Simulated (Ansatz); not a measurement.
## GeO2: pressure series

Consider GeO2 (space group P3_121, No. 152; a = 5.0935 Å, c = 5.7677 Å).

Cell and atoms are relaxed at each pressure.

The values are results of PBE (Ansatz, a program for electronic structure), no spin-orbit coupling, not measurements.

Notes on the quantities. enthalpy: H = E + PV relative to the base's energy.

```json
[
 {"variant": "base", "electron mass": "0.41 mₑ along c, 0.45 mₑ across (at Γ)", "enthalpy": "–", "band gap": "3.22 eV", "lattice parameter a": "5.093 Å", "gap character": "indirect, K → Γ"},
 {"variant": "pressure −1 GPa", "electron mass": "0.40 mₑ along c, 0.45 mₑ across (at Γ)", "enthalpy": "-0.09 eV/atom", "band gap": "3.16 eV", "lattice parameter a": "5.150 Å", "gap character": "indirect, K → Γ"},
 {"variant": "pressure 18 GPa", "electron mass": "0.32 mₑ along c, 0.35 mₑ across (at Γ)", "enthalpy": "+1.37 eV/atom", "band gap": "3.32 eV", "lattice parameter a": "4.511 Å", "gap character": "indirect, k = (0.125, 1/4, 0) in the run's primitive reciprocal basis → Γ"},
 {"variant": "pressure 30 GPa", "electron mass": "0.31 mₑ along c, 0.33 mₑ across (at Γ)", "enthalpy": "+2.13 eV/atom", "band gap": "3.22 eV", "lattice parameter a": "4.358 Å", "gap character": "indirect, K–Γ (62 % along) → Γ"},
 {"variant": "pressure 45 GPa", "electron mass": "0.30 mₑ along c, 0.32 mₑ across (at Γ)", "enthalpy": "+3.00 eV/atom", "band gap": "3.04 eV", "lattice parameter a": "4.251 Å", "gap character": "direct at Γ"},
 {"variant": "pressure 60 GPa", "electron mass": "0.31 mₑ (at Γ)", "enthalpy": "+3.81 eV/atom", "band gap": "2.83 eV", "lattice parameter a": "4.188 Å", "gap character": "direct at Γ"}
]
```

Load acts through the strain it causes; cell and atoms are relaxed under it. Masses are band curvatures over ±0.01 Å⁻¹ around the edge. Whether these cells are dynamically stable was not tested. No other phases were tried under pressure.
